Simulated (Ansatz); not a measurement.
ZnSe: electron density at the nuclei under pressure

```
CELL_PARAMETERS angstrom
0.00000 2.83380 2.83380
2.83380 0.00000 2.83380
2.83380 2.83380 0.00000
ATOMIC_POSITIONS crystal
Zn 0.00000 0.00000 0.00000
Se 0.75000 0.75000 0.75000
```

Atom numbers follow the list: Zn1, Se2.

Conventional cell: a = 5.668 Å, b = 5.668 Å, c = 5.668 Å, α = 90.00°, β = 90.00°, γ = 90.00°. Zn (atom 1) has 4 Se at 2.45 Å as nearest neighbours. Around Se (atom 2) lie 4 Zn at 2.45 Å.

The cell is COD entry 9008857, as deposited and not checked against the literature; nothing was relaxed.

The calculation used DFT, PBE, all-electron PAW with datasets made for the crystal, scalar-relativistic in Ansatz 0.2.0.

The runs use a Γ-centred 8×8×8 k mesh, Fermi–Dirac smearing of 0.03 eV, cutoff 220 eV (chosen by the program for this cell), no spin polarisation.

The contact density is the mean electron density over the nuclear volume; its changes set Mössbauer isomer shifts. Changes below are taken from the unscaled cell, where it is 166678 e/Å³ at Zn1, 262944 e/Å³ at Se2.

```tsv
V/V(cell)	P (GPa)	Δρ(0) Zn1 (e/Å³)	Δρ(0) Se2 (e/Å³)
0.9400	6.8	1.31	-1.87
0.9405	6.8	1.30	-1.85
0.9600	5.1	?	-1.24
0.9800	3.5	0.40	-0.61
0.9900	2.8	0.19	?
1.0000	2.1	0.00	0.00
1.0100	1.5	-0.19	0.30
1.0200	0.9	-0.36	0.61
1.0400	-0.3	-0.69	1.20
1.0600	-1.3	?	1.79
```

Give the missing entry: row "0.9600", column "Δρ(0) Zn1 (e/Å³)".

0.83.

Give the missing entry: row "0.9900", column "Δρ(0) Se2 (e/Å³)".

-0.31.

Give the missing entry: row "1.0600", column "Δρ(0) Zn1 (e/Å³)".

-0.99.

The datasets are made afresh for each cell, so very small changes are uncertain.
